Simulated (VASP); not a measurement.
A run of VASP 6.6.1:

POSCAR

```
Tl
1.0
   -1.9559951735      1.9559951735      1.9559951735
    1.9559951735     -1.9559951735      1.9559951735
    1.9559951735      1.9559951735     -1.9559951735
Tl
1
Direct
    0.0000000000      0.0000000000      0.0000000000
```

File INCAR.step1:

```
ALGO     = Normal         # electronic algorithm
EDIFF    = 1E-6           # SCF threshold, eV
ENCUT    = 520            # plane-wave cutoff, eV
GGA      = PE             # functional
ISIF     = 2              # what is computed and relaxed
ISMEAR   = -1             # smearing method
LASPH    = True           # aspherical terms in the spheres
LCHARG   = True           # write CHGCAR
LREAL    = False          # projectors in reciprocal space
LWAVE    = False          # write WAVECAR
NBANDS   = 12             # bands
NELM     = 80             # most SCF steps
PREC     = Accurate       # precision mode
SIGMA    = 0.03           # smearing width, eV
```

KPOINTS.step1

```
k-points
0
Gamma
  13 13 13
```

The input INCAR.step2:

```
ALGO     = Normal         # electronic algorithm
EDIFF    = 1E-6           # SCF threshold, eV
ENCUT    = 520            # plane-wave cutoff, eV
GGA      = PE             # functional
ICHARG   = 11             # starting density
ISIF     = 2              # what is computed and relaxed
ISMEAR   = -5             # smearing method
LASPH    = True           # aspherical terms in the spheres
LCHARG   = False          # write CHGCAR
LORBIT   = 11             # projections on sites
LREAL    = False          # projectors in reciprocal space
LWAVE    = False          # write WAVECAR
NBANDS   = 12             # bands
NEDOS    = 1001           # points of the DOS
NELM     = 80             # most SCF steps
PREC     = Accurate       # precision mode
SIGMA    = 0.03           # smearing width, eV
```

KPOINTS.step2

```
k-points
0
Gamma
  20 20 20
```

Potentials or basis: VASP PAW PBE potentials, release 64 (Tl_d).

Launch:

```sh
$ cat potpaw_PBE.64/Tl_d/POTCAR > POTCAR
$ cp INCAR.step1 INCAR
$ cp KPOINTS.step1 KPOINTS
$ mpirun -np 1 vasp_std > vasp.out
$ cp INCAR.step2 INCAR
$ cp KPOINTS.step2 KPOINTS
$ mpirun -np 1 vasp_std > vasp.out
```

Hardware: 1 thread of Intel(R) Xeon(R) 6975P-C (Granite Rapids), on a shared host.

Task: How long does it take, and how much memory?

Result: It took 28 s on 1 thread of Intel(R) Xeon(R) 6975P-C (Granite Rapids), with other jobs on the host, peak memory 0.22 GiB. Counts: scf iterations 6, k points 256.
